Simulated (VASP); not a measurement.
Energy against volume of BeO (wurtzite). Method: PBEsol GGA, VASP's PBE PAW potentials (set 64) (plane waves; VASP). Numerical set-up: 520 eV cut-off, 9×9×5 Γ-centred mesh, Gaussian smearing of 0.050 eV, potentials Be O.

Shape and ions are relaxed at each volume.

```json
[
 {"V (Å³/atom)": "6.468", "E (eV/atom)": "-7.39284"},
 {"V (Å³/atom)": "6.674", "E (eV/atom)": "-7.40768"},
 {"V (Å³/atom)": "6.880", "E (eV/atom)": "-7.41279"},
 {"V (Å³/atom)": "7.087", "E (eV/atom)": "-7.40945"}
]
```

Problem. Fit these four points and predict the energy of the run at 7.293 Å³/atom.

Solution. A cubic in V^(−2/3), the third-order Birch-Murnaghan form, passes through the four points with V0 = 6.90 Å³/atom and B0 = 216 GPa, and gives -7.3988 eV/atom there. The run gave -7.3988 eV/atom, +0.1 meV/atom from the fit; all five points give B0 = 216 GPa.

The compound is BeO in the wurtzite structure. It was relaxed first.
